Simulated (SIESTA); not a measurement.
Crystal: PtS2.

```
CELL_PARAMETERS angstrom
3.54320 0.00000 0.00000
-1.77160 3.06850 0.00000
0.00000 0.00000 5.03880
ATOMIC_POSITIONS crystal
Pt 0.00000 0.00000 0.00000
S 0.66667 0.33333 0.77300
S 0.33333 0.66667 0.22700
```

Base run:

* Program: SIESTA 5.4.2
* Functional: PBE
* Potentials or basis: PseudoDojo 0.4 standard (PBE files)
* Basis: DZP (energy shift 0.003 Ry; two zetas on semicore shells)
* Grid cutoff: 800 Ry
* Energy shift: 0.003 Ry
* k mesh: 9 × 9 × 5
* Occupations: fermi-dirac, width 0.05 eV
* Spin: no spin polarisation

Its results: band gap on the k mesh 0.97 eV, indirect (least direct gap 1.01 eV); pressure 14.7 GPa; largest force 1.916 eV/Å.

Q: The run is repeated on the same cell with these changes: potentials or basis from PseudoDojo 0.4 standard (PBE files) to PseudoDojo 0.4 standard (PBE files, fully relativistic); spin from no spin polarisation to non-collinear spin, zero start, spin-orbit coupling. What comes out?

A: Band gap on the k mesh 0.93 eV, indirect (least direct gap 1.03 eV); pressure 13.1 GPa; net moment 0.00 μB per cell; largest force 1.860 eV/Å.

Spin-orbit coupling splits the band edges, which narrows the gap.

Caveats: short orbitals over semicore shells can move pressures by several GPa; the basis of atomic orbitals isn't converged, which shifts pressures, moduli and gaps; forces of over 1 eV/Å show positions far from the minimum, so gaps and moduli don't describe the material at rest; spin-orbit coupling is left out, which moves the levels of the heavy elements (some runs).
